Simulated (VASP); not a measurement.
C: band structure with r2SCAN

Crystal: C.

```
C
1.0
     0.00000    1.77745    1.77745
     1.77745    0.00000    1.77745
     1.77745    1.77745    0.00000
C
2
Direct
  0.00000 0.00000 0.00000
  0.25000 0.25000 0.25000
```

This isn't the form of C at room conditions, which is graphite.

* Program: VASP 6.6.1
* Task: band structure
* Functional: r2SCAN
* Potentials or basis: VASP PAW PBE potentials, release 64 (C)
* Cutoff: 520 eV
* k mesh: 14 × 14 × 14
* Occupations: gaussian, width 0.03 eV
* Spin: no spin polarisation
* Further INCAR settings: ALGO = Normal; EDIFF = 1e-07

The pressure is 3.2 GPa and the band gap on the k mesh is 4.34 eV, indirect (least direct gap 5.86 eV). The band gap along the path is 4.37 eV, indirect (least direct gap 5.86 eV).

Levels at the corners of the path, in eV from the valence-band top:
| point | band 2 | band 3 | band 4 | band 5 | band 6 | band 7 |
| --- | --- | --- | --- | --- | --- | --- |
| Γ | 0.00 | 0.00 | 0.00 | 5.86 | 5.86 | 5.86 |
| X | -13.66 | -6.72 | -6.72 | 5.02 | 5.02 | 18.03 |
| X | -13.66 | -6.72 | -6.72 | 5.02 | 5.02 | 18.03 |
| W | -12.87 | -8.80 | -8.80 | 11.30 | 11.30 | 13.04 |
| W | -12.87 | -8.80 | -8.80 | 11.30 | 11.30 | 13.04 |
| K | -12.56 | -9.84 | -5.73 | 5.99 | 11.39 | 15.33 |
| K | -12.56 | -9.84 | -5.73 | 5.99 | 11.39 | 15.33 |
| Γ | 0.00 | 0.00 | 0.00 | 5.86 | 5.86 | 5.86 |
| Γ | 0.00 | 0.00 | 0.00 | 5.86 | 5.86 | 5.86 |
| L | -14.16 | -3.00 | -3.00 | 8.92 | 8.92 | 9.27 |
| L | -14.16 | -3.00 | -3.00 | 8.92 | 8.92 | 9.27 |
| U | -12.56 | -9.84 | -5.73 | 5.99 | 11.39 | 15.33 |
| U | -12.56 | -9.84 | -5.73 | 5.99 | 11.39 | 15.33 |
| W | -12.87 | -8.80 | -8.80 | 11.30 | 11.30 | 13.04 |
| W | -12.87 | -8.80 | -8.80 | 11.30 | 11.30 | 13.04 |
| L | -14.16 | -3.00 | -3.00 | 8.92 | 8.92 | 9.27 |
| L | -14.16 | -3.00 | -3.00 | 8.92 | 8.92 | 9.27 |
| K | -12.56 | -9.84 | -5.73 | 5.99 | 11.39 | 15.33 |
| U | -12.56 | -9.84 | -5.73 | 5.99 | 11.39 | 15.33 |
| X | -13.66 | -6.72 | -6.72 | 5.02 | 5.02 | 18.03 |

Wall time 40 s on 1 thread of Intel(R) Xeon(R) 6975P-C (Granite Rapids), with other jobs on the host, peak memory 0.12 GiB.

Caveat: the PAW data sets were made with another functional, which shifts forces and pressure a little. r2SCAN opens gaps a little over a GGA but as a rule still falls short of measured ones.
